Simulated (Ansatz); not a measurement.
The system is Ge.

```
CELL_PARAMETERS angstrom
1.48805 -2.59469 0.00000
1.48805 2.59469 0.00000
0.00000 0.00000 4.72760
ATOMIC_POSITIONS crystal
Ge 0.33345 0.66655 0.25000
Ge 0.66655 0.33345 0.75000
```

This isn't the form of Ge at room conditions, which is diamond.

Base run:

```yaml
Program: Ansatz 0.2.0
Functional: PBEsol
Potentials_or_basis: all-electron LAPW, scalar-relativistic
Cutoff: 199 eV
Density_cutoff: 798 eV
Basis_error_allowed: 0.001 eV/atom
k_mesh: 10 × 10 × 6
Occupations: fermi-dirac, width 0.05 eV
Spin: no spin polarisation
```

Its results: pressure 0.5 GPa.

The run is repeated on the same cell with these changes: functional from PBEsol to LDA. What comes out?

Pressure -1.2 GPa.

LDA binds more tightly than PBEsol, so the same cell stands under less pressure.

Not every run made on this cell is shown here.
